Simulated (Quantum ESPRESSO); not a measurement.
CdS (Greenockite) under changes of volume

One of the cells (25.121 Å³/atom); the others are scaled copies at fixed shape and fractional positions:

```xyz
4
Lattice="4.1500 0.0000 0.0000 -2.0750 3.5940 0.0000 0.0000 0.0000 6.7370" Properties=species:S:1:pos:R:3 pbc="T T T"
Cd    2.0750    1.1980    3.3685
Cd    0.0000    2.3960    0.0000
S     2.0750    1.1980    5.8949
S     0.0000    2.3960    2.5264
```

| Property | Result |
| --- | --- |
| Program | Quantum ESPRESSO 7.5 |
| Functional | r2SCAN |
| Potentials or basis | SG15 PBE 1.2 |
| Cutoff | 952 eV |
| Density cutoff | 3810 eV |
| k mesh | 3 × 3 × 2 |
| Occupations | fermi-dirac, width 0.05 eV |
| Spin | no spin polarisation |

| volume (Å³/atom) | energy over the lowest point (meV/atom) | pressure (GPa) | gap on the mesh (eV) |
| --- | --- | --- | --- |
| 23.614 | 30.25 | 5.5 | 1.63 |
| 24.116 | 15.63 | 3.8 | 1.58 |
| 24.618 | 6.06 | 2.3 | 1.53 |
| 25.121 | 1.00 | 0.9 | 1.48 |
| 25.623 | 0.00 | -0.3 | 1.43 |
| 26.126 | 2.65 | -1.4 | 1.38 |
| 26.628 | ? | ? | ? |

**Question.** What does the run at 26.628 Å³/atom give?

**Answer.** Energy over the lowest point 8.55 meV/atom; pressure -2.4 GPa; gap on the mesh 1.33 eV.

Worked out: A Birch-Murnaghan fit of order 3 (a polynomial in V^(-2/3)) to the other rows has its minimum at 25.50 Å³/atom with B0 = V·E''(V) = 60 GPa and B' = 4.5 at fixed shape and positions, which overstates the stiffness. It gives 8.55 meV/atom at 26.628 Å³/atom, against the run's 8.55, and -dE/dV = -2.4 GPa, against -2.4. A straight line through the other rows of the gap, of slope -2.47 eV per unit of ln V (its deformation potential), extrapolates to 1.33 eV, against the run's 1.33.

Energies are extrapolated to zero smearing.

Caveats: all runs use coarse meshes; the potentials were made for another functional, which shifts forces and pressure.

Spin-orbit coupling on Cd is left out.
